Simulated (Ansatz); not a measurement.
The system is SrVO3.

```
Sr V O
1.0
     3.84090    0.00000    0.00000
     0.00000    3.84090    0.00000
     0.00000    0.00000    3.84090
Sr V O
1 1 3
Direct
  0.50000 0.50000 0.50000
  0.00000 0.00000 0.00000
  0.00000 0.00000 0.50000
  0.00000 0.50000 0.00000
  0.50000 0.00000 0.00000
```

Base run:

| Quantity | Value |
| --- | --- |
| Program | Ansatz 0.2.0 |
| Functional | revPBE |
| Potentials or basis | Ansatz PAW |
| Cutoff | 420 eV (not typed: the program's choice for these potentials) |
| k mesh | 7 × 7 × 7 |
| Occupations | fermi-dirac, width 0.05 eV |
| Spin | collinear spin, ferromagnetic start |
| Starting moments | [0.0, 2.0, 0.0, 0.0, 0.0] μB |

Its results: band gap on the k mesh none (metal or under the smearing width); pressure 6.0 GPa; net moment 0.00 μB per cell.

Problem. The run is repeated on the same cell with these changes: functional from revPBE to RPBE. What comes out?

Solution. Band gap on the k mesh none (metal or under the smearing width); pressure 7.3 GPa; net moment 0.00 μB per cell.

Caveats: semilocal functionals often make such compounds metallic where correlation or magnetic order opens a gap, which also shifts bond lengths; the PAW data sets come from PBE, with cores solved anew for the run's functional, which leaves a small shift of forces and pressure; the starting moments weren't kept.
